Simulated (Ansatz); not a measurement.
**Hf: single point with PBE**

Crystal: Hf.

```xyz
1
Lattice="-1.8050 1.8050 1.8050 1.8050 -1.8050 1.8050 1.8050 1.8050 -1.8050" Properties=species:S:1:pos:R:3 pbc="T T T"
Hf    0.0000    0.0000    0.0000
```

This isn't the form of Hf at room conditions, which is hcp.

- Program: Ansatz 0.2.0
- Task: single point
- Functional: PBE
- Potentials or basis: Ansatz PAW
- Cutoff: 420 eV (not typed: the program's choice for these potentials)
- k mesh: 10 × 10 × 10
- Occupations: gaussian, width 0.018 eV
- Spin: no spin polarisation

* Pressure: -5.0 GPa
* Band gap on the k mesh: none (metal or under the smearing width)

Levels at points of the mesh, in eV from the Fermi level:
```csv
k point,band 11,band 12,band 13,band 14,band 15,band 16
"(0.00, 0.00, 0.00)",-11.58,-6.87,1.47,1.47,1.47,4.11
"(0.00, 0.00, -0.50)",-11.59,-3.23,-0.43,0.88,3.92,4.87
"(-0.50, -0.50, -0.50)",-11.59,-2.38,-2.38,6.40,6.40,6.40
```

Run time: 0.97 s on 2 threads of Arm Neoverse V1, on a shared host, peak memory 0.29 GiB.

The run has no spin-orbit coupling, so splittings on Hf are missing.
